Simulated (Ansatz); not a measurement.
## Li: frozen-core PAW against all-electron methods

```xyz
2
Lattice="3.0177 0.0000 0.0000 -1.5088 2.6134 0.0000 0.0000 0.0000 5.0930" Properties=species:S:1:pos:R:3 pbc="T T T"
Li    0.0000    1.7423    1.2732
Li    1.5088    0.8711    3.8197
```

Atoms are numbered in the order listed.

The structure is an experimental refinement, used without relaxation. The listed cell was then made from it by scaling, straining or moving an atom.

All numbers are computed: DFT, PBE, PAW with Ansatz's default frozen-core files, scalar-relativistic (Ansatz 0.2.0); DFT, PBE, all-electron LAPW, scalar-relativistic (Ansatz 0.2.0).

For PAW: a Γ-centred 15×15×8 k mesh, Fermi–Dirac smearing of 0.08 eV, cutoff 420 eV, no spin polarisation. LAPW targets a basis error of 0.5 meV/atom. The Ansatz runs share mesh, smearing and spin set-up. Plane-wave (PAW) pressures include the program's estimate of the Pulay term.

Stress and pressure are positive in compression.

The change that made this cell: equal xx and yy strain of -3 %.

PAW results:

```tsv
quantity	PAW
pressure (GPa)	0.10
stress xx (GPa)	0.34
stress zz (GPa)	-0.36
```

(1) What does LAPW (all electrons) give for the same quantities?

Results:

(1) 
```json
{"quantity": "pressure (GPa)", "LAPW": "0.11"}
{"quantity": "stress xx (GPa)", "LAPW": "0.34"}
{"quantity": "stress zz (GPa)", "LAPW": "-0.35"}
```
